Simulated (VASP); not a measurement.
# KBr (Fm-3m) in VASP: a series of runs

One crystal, KBr, is run at these levels: PBE; tasks: relaxation of the atoms.

Program: VASP 6.6.1. These are calculated values, not measurements. Logs are shortened: lines on timing, memory, paths and dates and some standing lists are left out, and cuts for length are marked.

**1. Starting point**

Symmetry: Fm-3m, No. 225, cubic system. The conventional cell has a = 6.736 Å, b = 6.736 Å, c = 6.736 Å, α = 90.00°, β = 90.00°, γ = 90.00°. K (site symmetry m-3m) is surrounded by 6 Br at 3.37 Å. Around Br (site symmetry m-3m) lie 6 K at 3.37 Å.

**2. Relaxation of the atoms, PBE (a relaxed cell with its volume scaled by 0.96)**

Input file INCAR:

```
SYSTEM = KBr
ALGO = Normal
EDIFF = 1E-7
EDIFFG = -0.01
ENCUT = 300
GGA = PE
IBRION = 2
ISIF = 2
ISMEAR = 0
LASPH = .True.
LCHARG = .False.
LREAL = .False.
LWAVE = .False.
NELM = 80
NSW = 40
PREC = Accurate
SIGMA = 0.03
```

Input file KPOINTS:

```
k-points
0
Gamma
  4 4 4
  0 0 0
```

Input file POSCAR:

```
KBr                                     
1.0
    0.0000000000      3.3223585945      3.3223585945
    3.3223585945     -0.0000000000      3.3223585945
    3.3223585945      3.3223585945      0.0000000000
  K               Br            
     1     1
Direct
     0.0000000000000000    0.0000000000000000    1.0000000000000000
     0.5000000000000000    0.5000000000000000    0.5000000000000000
```

Potentials or basis: VASP PAW PBE potentials, release 64 (K_pv, Br).

Command:

```bash
$ cat potpaw_PBE.64/K_pv/POTCAR potpaw_PBE.64/Br/POTCAR > POTCAR
$ mpirun -np 1 vasp_std > vasp.out
```

OUTCAR:

```text
SYSTEM = KBr
   EDIFF = 1E-7
   EDIFFG = -0.01
   ENCUT = 300
   GGA = PE
   IBRION = 2
   ISIF = 2
   ISMEAR = 0
   LASPH = .True.
   LREAL = .False.
   NELM = 80
   NSW = 40
   PREC = Accurate

 ion  position               nearest neighbor table
   1  0.000  0.000  0.000-   2 3.32   2 3.32   2 3.32   2 3.32   2 3.32   2 3.32
   2  0.500  0.500  0.500-   1 3.32   1 3.32   1 3.32   1 3.32   1 3.32   1 3.32

  LATTYP: Found a face centered cubic cell.
 ALAT       =     6.6447171890

  Lattice vectors:

 A1 = (   0.0000000000,   3.3223585945,   3.3223585945)
 A2 = (   3.3223585945,   0.0000000000,   3.3223585945)
 A3 = (   3.3223585945,   3.3223585945,   0.0000000000)

Analysis of symmetry for initial positions (statically):
=====================================================================
 Subroutine PRICEL returns:
 Original cell was already a primitive cell.

 Routine SETGRP: Setting up the symmetry group for a
 face centered cubic supercell.

 Subroutine GETGRP returns: Found 48 space group operations
 (whereof 48 operations were pure point group operations)
 out of a pool of 48 trial point group operations.

The static configuration has the point symmetry O_h .

Analysis of symmetry for dynamics (positions and initial velocities):
=====================================================================
 Subroutine PRICEL returns:
 Original cell was already a primitive cell.

 Routine SETGRP: Setting up the symmetry group for a
 face centered cubic supercell.

 Subroutine GETGRP returns: Found 48 space group operations
 (whereof 48 operations were pure point group operations)
 out of a pool of 48 trial point group operations.

The dynamic configuration has the point symmetry O_h .

 Subroutine INISYM returns: Found 48 space group operations
 (whereof 48 operations are pure point group operations),
 and found     1 'primitive' translations

----------------------------------------------------------------------------------------

                                     Primitive cell

  volume of cell :      73.3448

  direct lattice vectors                    reciprocal lattice vectors
     0.000000000  3.322358594  3.322358594    -0.150495495  0.150495495  0.150495495
     3.322358594  0.000000000  3.322358594     0.150495495 -0.150495495  0.150495495
     3.322358594  3.322358594  0.000000000     0.150495495  0.150495495 -0.150495495

  length of vectors
     4.698524583  4.698524583  4.698524583     0.260665843  0.260665843  0.260665843

  position of ions in fractional coordinates (direct lattice)
     0.000000000  0.000000000  0.000000000
     0.500000000  0.500000000  0.500000000

  ion indices of the primitive-cell ions
   primitive index   ion index
                 1           1
                 2           2

----------------------------------------------------------------------------------------

 KPOINTS: k-points

Automatic generation of k-mesh.
 Grid dimensions read from file:
 generate k-points for:    4    4    4

 Generating k-lattice:

  Cartesian coordinates                     Fractional coordinates (reciprocal lattice)
    -0.037623874  0.037623874  0.037623874     0.250000000  0.000000000  0.000000000
     0.037623874 -0.037623874  0.037623874     0.000000000  0.250000000  0.000000000
     0.037623874  0.037623874 -0.037623874     0.000000000  0.000000000  0.250000000

  Length of vectors
     0.065166461  0.065166461  0.065166461

  Shift w.r.t. Gamma in fractional coordinates (k-lattice)
     0.000000000  0.000000000  0.000000000

 Subroutine IBZKPT returns following result:
 ===========================================

 Found      8 irreducible k-points:

 Following reciprocal coordinates:
            Coordinates               Weight
  0.000000  0.000000  0.000000      1.000000
  0.250000  0.000000  0.000000      8.000000
  0.500000  0.000000  0.000000      4.000000
  0.250000  0.250000  0.000000      6.000000
  0.500000  0.250000  0.000000     24.000000
 -0.250000  0.250000  0.000000     12.000000
  0.500000  0.500000  0.000000      3.000000
 -0.250000  0.500000  0.250000      6.000000
   k-points           NKPTS =      8   k-points in BZ     NKDIM =      8   number of bands    NBANDS=     11
   number of dos      NEDOS =    301   number of ions     NIONS =      2
   total plane-waves  NPLWV =  21952
   dimension x,y,z NGX =    28 NGY =   28 NGZ =   28
   dimension x,y,z NGXF=    56 NGYF=   56 NGZF=   56
   ions per type =               1   1
   NGX,Y,Z   is equivalent  to a cutoff of   9.91,  9.91,  9.91 a.u.
   NGXF,Y,Z  is equivalent  to a cutoff of  19.81, 19.81, 19.81 a.u.
 SYSTEM =  KBr
   PREC   = accura    normal or accurate (medium, high low for compatibility)
   ISTART =      0    job   : 0-new  1-cont  2-samecut
   ICHARG =      2    charge: 1-file 2-atom 10-const
   ISPIN  =      1    spin polarized calculation?
   LNONCOLLINEAR =      F non collinear calculations
   LSORBIT =      F    spin-orbit coupling
[... 53 lines left out ...]

 E-fermi :  -2.7430     XC(G=0):  -7.2625

 val. band max:       -2.8939170349   @ k =   0.0000   0.0000   0.0000
 cond. band min:       1.4776794663   @ k =   0.0000   0.0000   0.0000
 fundamental gap:      4.3715965012
 Fermi energy:        -2.7430243288

 k-point     1 :       0.0000    0.0000    0.0000
  band No.  band energies     occupation
      1     -15.1735      2.00000
      2     -14.1805      2.00000
      3     -14.1805      2.00000
      4     -14.1805      2.00000
      5      -2.8939      2.00000
      6      -2.8939      2.00000
      7      -2.8939      2.00000
      8       1.4777      0.00000
      9       4.7070      0.00000
     10       4.7070      0.00000
     11       4.7070      0.00000

 k-point     2 :       0.2500    0.0000    0.0000
  band No.  band energies     occupation
      1     -15.2631      2.00000
      2     -14.1831      2.00000
      3     -14.1831      2.00000
      4     -14.0550      2.00000
      5      -3.5461      2.00000
      6      -3.0576      2.00000
      7      -3.0576      2.00000
      8       2.7166      0.00000
      9       4.5749      0.00000
     10       5.4098      0.00000
     11       5.4098      0.00000

 k-point     3 :       0.5000    0.0000    0.0000
  band No.  band energies     occupation
      1     -15.3374      2.00000
      2     -14.1857      2.00000
      3     -14.1857      2.00000
      4     -13.9440      2.00000
      5      -4.0393      2.00000
      6      -3.2088      2.00000
      7      -3.2088      2.00000
      8       3.6562      0.00000
      9       5.2691      0.00000
     10       6.8961      0.00000
     11       6.8961      0.00000

 k-point     4 :       0.2500    0.2500    0.0000
  band No.  band energies     occupation
      1     -15.2148      2.00000
      2     -14.1969      2.00000
      3     -14.1969      2.00000
      4     -14.0979      2.00000
      5      -3.5766      2.00000
      6      -3.0521      2.00000
      7      -3.0521      2.00000
      8       2.9273      0.00000
      9       3.6436      0.00000
     10       5.9653      0.00000
     11       6.1550      0.00000

 k-point     5 :       0.5000    0.2500    0.0000
  band No.  band energies     occupation
      1     -15.2218      2.00000
      2     -14.2173      2.00000
      3     -14.1997      2.00000
      4     -14.0702      2.00000
      5      -3.7553      2.00000
      6      -3.3412      2.00000
      7      -3.1917      2.00000
      8       3.7482      0.00000
      9       4.6013      0.00000
     10       5.9840      0.00000
     11       6.7390      0.00000

 k-point     6 :      -0.2500    0.2500    0.0000
  band No.  band energies     occupation
      1     -15.2684      2.00000
      2     -14.2176      2.00000
      3     -14.1859      2.00000
      4     -14.0143      2.00000
      5      -3.7808      2.00000
      6      -3.2862      2.00000
      7      -3.1977      2.00000
      8       3.9211      0.00000
      9       4.5507      0.00000
     10       5.9034      0.00000
     11       6.0572      0.00000

 k-point     7 :       0.5000    0.5000    0.0000
  band No.  band energies     occupation
      1     -15.0733      2.00000
      2     -14.2638      2.00000
      3     -14.2136      2.00000
      4     -14.2136      2.00000
      5      -3.6904      2.00000
      6      -3.1741      2.00000
      7      -3.1741      2.00000
      8       2.9850      0.00000
      9       4.2242      0.00000
     10       6.5020      0.00000
     11       6.5151      0.00000

 k-point     8 :      -0.2500    0.5000    0.2500
  band No.  band energies     occupation
      1     -15.1657      2.00000
      2     -14.2386      2.00000
      3     -14.2386      2.00000
      4     -14.0891      2.00000
      5      -3.4677      2.00000
      6      -3.4677      2.00000
      7      -3.4111      2.00000
      8       4.4727      0.00000
      9       4.4727      0.00000
     10       5.2824      0.00000
     11       6.0555      0.00000

------------------------ aborting loop because EDIFF is reached ----------------------------------------

  FORCE on cell =-STRESS in cart. coord.  units (eV):
  Direction    XX          YY          ZZ          XY          YZ          ZX
  --------------------------------------------------------------------------------------
  -------------------------------------------------------------------------------------
  Total        0.2888540      0.2888540      0.2888540     -0.0000000      0.0000000     -0.0000000
  in kB        6.3098558      6.3098558      6.3098558     -0.0000000      0.0000000     -0.0000000
  external PRESSURE =       6.3098558 kB  Pullay stress =       0.0000000 kB

 VOLUME and BASIS-vectors are now :
 -----------------------------------------------------------------------------
  energy-cutoff  :      300.00
  volume of cell :       73.34
      direct lattice vectors                 reciprocal lattice vectors
     0.000000000  3.322358594  3.322358594    -0.150495495  0.150495495  0.150495495
     3.322358594  0.000000000  3.322358594     0.150495495 -0.150495495  0.150495495
     3.322358594  3.322358594  0.000000000     0.150495495  0.150495495 -0.150495495

 POSITION                                       TOTAL-FORCE (eV/Angst)
 -----------------------------------------------------------------------------------
      0.00000      0.00000      0.00000        -0.000000     -0.000000     -0.000000
      3.32236      3.32236      3.32236         0.000000      0.000000      0.000000
 -----------------------------------------------------------------------------------
    total drift:                                0.000000      0.000000      0.000000

  FREE ENERGIE OF THE ION-ELECTRON SYSTEM (eV)
  ---------------------------------------------------
  free  energy   TOTEN  =        -6.1778100736 eV

  energy  without entropy=       -6.1778100736  energy(sigma->0) =       -6.17781007

 reached required accuracy - stopping structural energy minimisation
```

Wall time 8.5 s (1 thread of Intel Xeon Platinum 8175M at 2.50GHz (Skylake/Cascade Lake), shared host); peak memory 0.15 GiB.

What came out:

| Property | Result |
| --- | --- |
| Free energy | -6.1778 eV |
| Pressure after relaxing | 0.6 GPa |
| Band gap on the k mesh | 4.37 eV, direct |

Final structure:
```xyz
2
Lattice="0.0000 3.3224 3.3224 3.3224 0.0000 3.3224 3.3224 3.3224 0.0000" Properties=species:S:1:pos:R:3 pbc="T T T"
K     0.0000    0.0000    0.0000
Br    3.3224    3.3224    3.3224
```

Levels at points of the mesh, in eV from the valence-band top:
```csv
k point,band 3,band 4,band 5,band 6,band 7,band 8,band 9,band 10,band 11
"(0.00, 0.00, 0.00)",-11.29,-11.29,0.00,0.00,0.00,4.37,7.60,7.60,7.60
"(0.50, 0.00, 0.00)",-11.29,-11.05,-1.15,-0.31,-0.31,6.55,8.16,9.79,9.79
"(0.50, 0.50, 0.00)",-11.32,-11.32,-0.80,-0.28,-0.28,5.88,7.12,9.40,9.41
```

Caveat: the relaxation stopped at its first step, so nothing moved.

**3. Relaxation of the atoms, PBE (a relaxed cell with its volume scaled by 0.98)**

INCAR is that of step 2.

KPOINTS is that of step 2.

Input file POSCAR:

```
KBr                                     
1.0
    0.0000000000      3.3452721364      3.3452721364
    3.3452721364     -0.0000000000      3.3452721364
    3.3452721364      3.3452721364      0.0000000000
  K               Br            
     1     1
Direct
     0.0000000000000000    0.0000000000000000    1.0000000000000000
     0.5000000000000000    0.5000000000000000    0.5000000000000000
```

Potentials or basis: VASP PAW PBE potentials, release 64 (K_pv, Br).

Command:

```bash
$ cat potpaw_PBE.64/K_pv/POTCAR potpaw_PBE.64/Br/POTCAR > POTCAR
$ mpirun -np 1 vasp_std > vasp.out
```

Run time: 8.5 s. Hardware: 1 thread of Intel Xeon Platinum 8175M at 2.50GHz (Skylake/Cascade Lake), shared host; peak memory 0.15 GiB.

It converged, with:

* Free energy: -6.1824 eV
* Pressure after relaxing: 0.3 GPa
* Band gap on the k mesh: 4.32 eV, direct

Final structure:
```cif
data_structure
_symmetry_space_group_name_H-M 'P 1'
_symmetry_Int_Tables_number 1
_cell_length_a 4.7309
_cell_length_b 4.7309
_cell_length_c 4.7309
_cell_angle_alpha 60.000
_cell_angle_beta 60.000
_cell_angle_gamma 60.000
_cell_volume 74.87
loop_
_atom_site_label
_atom_site_type_symbol
_atom_site_fract_x
_atom_site_fract_y
_atom_site_fract_z
_atom_site_occupancy
K1 K 0.00000 0.00000 0.00000 1
Br1 Br 0.50000 0.50000 0.50000 1
```

Levels at points of the mesh, in eV from the valence-band top:
```
           k point  band 3  band 4  band 5  band 6  band 7  band 8  band 9  band 10  band 11
(0.00, 0.00, 0.00)  -11.33  -11.33    0.00    0.00    0.00    4.32    7.59     7.59     7.59
(0.50, 0.00, 0.00)  -11.34  -11.10   -1.11   -0.30   -0.30    6.51    8.08     9.73     9.73
(0.50, 0.50, 0.00)  -11.36  -11.36   -0.77   -0.27   -0.27    5.90    7.04     9.30     9.36
```

Caveat: the relaxation stopped at its first step, so nothing moved.

**4. Relaxation of the atoms, PBE**

INCAR is that of step 3.

KPOINTS is that of step 3.

Input file POSCAR:

```
KBr                                     
1.0
    0.0000000000      3.3678760122      3.3678760122
    3.3678760122     -0.0000000000      3.3678760122
    3.3678760122      3.3678760122      0.0000000000
  K               Br            
     1     1
Direct
     0.0000000000000000    0.0000000000000000    1.0000000000000000
     0.5000000000000000    0.5000000000000000    0.5000000000000000
```

Command:

```bash
$ cat potpaw_PBE.64/K_pv/POTCAR potpaw_PBE.64/Br/POTCAR > POTCAR
$ mpirun -np 1 vasp_std > vasp.out
```

It took 9 s on 1 thread of Intel Xeon Platinum 8175M at 2.50GHz (Skylake/Cascade Lake), shared host; peak memory 0.15 GiB.

The run converged. Its results:

```
Free energy             : -6.1840 eV
Pressure after relaxing : 0.0 GPa
Band gap on the k mesh  : 4.27 eV, direct
```

Final structure:
```yaml
crystal:
  lattice:
    - [0.00000, 3.36788, 3.36788]
    - [3.36788, 0.00000, 3.36788]
    - [3.36788, 3.36788, 0.00000]
  atoms:
    - { symbol: K, position: [0.00000, 0.00000, 0.00000] }
    - { symbol: Br, position: [0.50000, 0.50000, 0.50000] }
```

Levels at points of the mesh, in eV from the valence-band top:
| k point | band 3 | band 4 | band 5 | band 6 | band 7 | band 8 | band 9 | band 10 | band 11 |
| --- | --- | --- | --- | --- | --- | --- | --- | --- | --- |
| (0.00, 0.00, 0.00) | -11.38 | -11.38 | 0.00 | 0.00 | 0.00 | 4.27 | 7.59 | 7.59 | 7.59 |
| (0.50, 0.00, 0.00) | -11.38 | -11.16 | -1.07 | -0.28 | -0.28 | 6.46 | 8.00 | 9.67 | 9.67 |
| (0.50, 0.50, 0.00) | -11.41 | -11.41 | -0.75 | -0.27 | -0.27 | 5.92 | 6.97 | 9.19 | 9.32 |

Caveat: the relaxation stopped at its first step, so nothing moved.

**5. Relaxation of the atoms, PBE (a relaxed cell with its volume scaled by 1.02)**

INCAR is that of step 4.

KPOINTS is that of step 4.

Input file POSCAR:

```
KBr                                     
1.0
    0.0000000000      3.3901804769      3.3901804769
    3.3901804769     -0.0000000000      3.3901804769
    3.3901804769      3.3901804769      0.0000000000
  K               Br            
     1     1
Direct
     0.0000000000000000    0.0000000000000000    1.0000000000000000
     0.5000000000000000    0.5000000000000000    0.5000000000000000
```

Command:

```bash
$ cat potpaw_PBE.64/K_pv/POTCAR potpaw_PBE.64/Br/POTCAR > POTCAR
$ mpirun -np 1 vasp_std > vasp.out
```

Wall time 8.9 s (1 thread of Intel Xeon Platinum 8175M at 2.50GHz (Skylake/Cascade Lake), shared host); peak memory 0.15 GiB.

It converged, with:

| Item | Value |
| --- | --- |
| Free energy | -6.1830 eV |
| Pressure after relaxing | -0.2 GPa |
| Band gap on the k mesh | 4.22 eV, direct |

Final structure:
```
CELL_PARAMETERS angstrom
0.00000 3.39018 3.39018
3.39018 0.00000 3.39018
3.39018 3.39018 0.00000
ATOMIC_POSITIONS crystal
K 0.00000 0.00000 0.00000
Br 0.50000 0.50000 0.50000
```

Levels at points of the mesh, in eV from the valence-band top:
| k point | band 5 | band 6 | band 7 | band 8 | band 9 | band 10 |
| --- | --- | --- | --- | --- | --- | --- |
| (0.00, 0.00, 0.00) | 0.00 | 0.00 | 0.00 | 4.22 | 7.58 | 7.58 |
| (0.50, 0.00, 0.00) | -1.03 | -0.27 | -0.27 | 6.42 | 7.92 | 9.61 |
| (0.50, 0.50, 0.00) | -0.73 | -0.26 | -0.26 | 5.93 | 6.90 | 9.08 |

Caveat: the relaxation stopped at its first step, so nothing moved.

**6. Relaxation of the atoms, PBE (a relaxed cell with its volume scaled by 1.04)**

INCAR is that of step 5.

KPOINTS is that of step 5.

Input file POSCAR:

```
KBr                                     
1.0
    0.0000000000      3.4121952527      3.4121952527
    3.4121952527     -0.0000000000      3.4121952527
    3.4121952527      3.4121952527      0.0000000000
  K               Br            
     1     1
Direct
     0.0000000000000000    0.0000000000000000    1.0000000000000000
     0.5000000000000000    0.5000000000000000    0.5000000000000000
```

Potentials or basis: VASP PAW PBE potentials, release 64 (K_pv, Br).

Command:

```bash
$ cat potpaw_PBE.64/K_pv/POTCAR potpaw_PBE.64/Br/POTCAR > POTCAR
$ mpirun -np 1 vasp_std > vasp.out
```

It took 10 s on 1 thread of Intel Xeon Platinum 8175M at 2.50GHz (Skylake/Cascade Lake), shared host; peak memory 0.15 GiB.

It converged, with:

| Quantity | Value |
| --- | --- |
| Free energy | -6.1797 eV |
| Pressure after relaxing | -0.5 GPa |
| Band gap on the k mesh | 4.17 eV, direct |

Final structure:
```
K Br
1.0
     0.00000    3.41220    3.41220
     3.41220    0.00000    3.41220
     3.41220    3.41220    0.00000
K Br
1 1
Direct
  0.00000 0.00000 0.00000
  0.50000 0.50000 0.50000
```

Levels at points of the mesh, in eV from the valence-band top:
```
           k point  band 5  band 6  band 7  band 8  band 9  band 10
(0.00, 0.00, 0.00)    0.00    0.00    0.00    4.17    7.57     7.57
(0.50, 0.00, 0.00)   -1.00   -0.26   -0.26    6.37    7.85     9.56
(0.50, 0.50, 0.00)   -0.71   -0.25   -0.25    5.95    6.83     8.97
```

Caveat: the relaxation stopped at its first step, so nothing moved.

**7. The runs side by side**

```csv
cell,gap on the mesh (eV),pressure (GPa)
atoms relaxed from: a relaxed cell with its volume scaled by 0.96,4.37,0.6
atoms relaxed from: a relaxed cell with its volume scaled by 0.98,4.32,0.3
atoms relaxed,4.27,0.0
atoms relaxed from: a relaxed cell with its volume scaled by 1.02,4.22,-0.2
atoms relaxed from: a relaxed cell with its volume scaled by 1.04,4.17,-0.5
```

Alike in all rows: task relaxation of the atoms; level PBE; potentials or basis VASP PAW PBE potentials, release 64 (K_pv, Br); no spin polarisation; k mesh 4 × 4 × 4; cutoff (eV) 300; smearing gaussian 0.03 eV.

Caveats: the relaxation stopped at its first step, so nothing moved.

Absolute energies hang on the potentials; compare differences alone.
